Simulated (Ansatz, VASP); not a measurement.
One calculation of ZrB2, two programs

```
CELL_PARAMETERS angstrom
3.17080 0.00000 0.00000
-1.58540 2.74600 0.00000
0.00000 0.00000 3.54333
ATOMIC_POSITIONS crystal
Zr 0.00000 0.00000 0.00000
B 0.33333 0.66667 0.50000
B 0.66667 0.33333 0.50000
```

Alike in both runs: functional PBE; k mesh 12 × 12 × 9; occupations fermi-dirac, width 0.05 eV; no spin polarisation.

Ansatz relaxed the structure, and its values are those at the end. VASP's run is a single point on that final structure, the one shown.

```csv
,VASP,Ansatz
version,VASP 6.6.1,Ansatz 0.2.0
potentials or method,"VASP PAW PBE potentials, release 64 (Zr_sv, B)","PAW with Ansatz's default frozen-core files, scalar-relativistic"
plane-wave cutoff (eV),520,420
valence electrons in the cell,18,18
```

Ansatz gave:

```
pressure (GPa) : 0.0
```

Estimate VASP's values.

pressure (GPa): 0.1.

With one functional, cell and mesh, what is left measures potentials, basis and numerics. Ansatz warned: «gradients_without_spin_orbit».
